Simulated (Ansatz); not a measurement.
**Se: do energies and stresses tell the same story?**

Theory: DFT PBEsol, scalar-relativistic, plane waves, PAW in Ansatz 0.2.0.

Cutoff 420 eV; k points 18×18×18 on the computed 1-atom cell (Γ-centred); Gaussian smearing, width 0.10 eV; no spin polarisation.

Relaxed cell: Im-3m, a = 3.375 Å, b = 3.375 Å, c = 3.375 Å, α = 90.00°, β = 90.00°, γ = 90.00°, 1 atom in the primitive cell. This bcc form isn't the element's structure at ambient conditions.

Energies at zero smearing and pressures from the stress tensor, at volumes with shape and atoms relaxed:
| V (Å³/atom) | E − E(first) (meV/atom) | P (GPa) |
| --- | --- | --- |
| 18.074 | 0.00 | 6.25 |
| 18.650 | -16.20 | 2.85 |
| 19.227 | -21.03 | 0.00 |
| 19.804 | -16.48 | -2.37 |
| 20.381 | -4.21 | -4.35 |

Task: Check P = −dE/dV between neighbouring volumes, and get the bulk modulus from the pressures alone.

Result: With 1 eV/Å³ = 160.2 GPa:
```
middle V (Å³/atom)  −ΔE/ΔV (GPa) mean P (GPa)
            18.362         4.499         4.552
            18.939         1.343         1.423
            19.516        -1.265        -1.184
            20.092        -3.406        -3.356
```

The two differ by 0.08 GPa at most. The mean of two end pressures misses the average over a step by about ΔV² P″/12, up to 0.05 GPa here; with that taken off 0.04 GPa remains. The stress is the derivative of the free energy, not of the energy at zero smearing, and with free energies 0.00 GPa remains. Around V = 19.227 Å³/atom, the two neighbours give B = −V ΔP/ΔV = 19.227 × 5.21 / 1.154 = 86.9 GPa, against B0 = 86.8 GPa from the Birch–Murnaghan fit of the energies.

Spin polarisation was left out, and a magnetic state may lie lower.